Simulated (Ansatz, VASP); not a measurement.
## One calculation of NaCl, two programs

INCAR

```
SYSTEM = NaCl
ALGO = Normal ; EDIFF = 1E-7
ENCUT = 520 ; GGA = RP
ISIF = 2 ; ISMEAR = 0
LASPH = .True. ; LCHARG = .False.
LREAL = .False. ; LWAVE = .False.
NBANDS = 14 ; NELM = 80
PREC = Accurate ; SIGMA = 0.01
```

Contents of KPOINTS:

```
k-points
0
Gamma
  7 7 7
  0 0 0
```

The input POSCAR:

```
NaCl
1.0
    2.8600000000      0.0000000000      0.0000000000
    0.0000000000      2.8600000000      0.0000000000
    0.0000000000      0.0000000000      2.8600000000
Na Cl
1 1
Direct
    0.0000000000      0.0000000000      0.0000000000
    0.5000000000      0.5000000000      0.5000000000
```

Input for Ansatz:

```yaml
crystal:
  lattice:
    - [2.86, 0.0, 0.0]
    - [0.0, 2.86, 0.0]
    - [0.0, 0.0, 2.86]
  atoms:
    - { symbol: Na, position: [0.0, 0.0, 0.0] }
    - { symbol: Cl, position: [0.5, 0.5, 0.5] }
kpoints:
  mp_grid:
    grid: [7, 7, 7]
    shift: [0.0, 0.0, 0.0]
hamiltonian:
  xc: rpbe
scf:
  convergence:
    dr2_threshold: 1.0e-05
  lower_state_search: "off"
  occupations:
    method: fixed
output:
  stress: true
  eigenvalues: true
```

Measurements of this composition are mostly on another form, of space group No. 225.

Alike in both runs: task single point; functional RPBE; k mesh 7 × 7 × 7; no spin polarisation.

|  | VASP | Ansatz |
| --- | --- | --- |
| version | VASP 6.6.1 | Ansatz 0.2.0 |
| potentials or method | VASP PAW PBE potentials, release 64 (Na_pv, Cl) | plane waves, PAW |
| plane-wave cutoff (eV) | 520 | 420 |
| occupations | gaussian, width 0.01 eV | fixed |
| valence electrons in the cell | 14 | 16 |

Ansatz gave:

```
gap on the k mesh at the Fermi level (eV) : 5.13
```

Question: Estimate VASP's values.

Answer: gap on the k mesh at the Fermi level (eV): 5.18.

The two sets of potentials don't hold the same shells in valence. Ansatz warned: «stress_scf_threshold_loose».

Caveats: an odd mesh through Γ misses points on the zone boundary, where band edges often lie. As with any semilocal functional, this RPBE gap is likely too small.
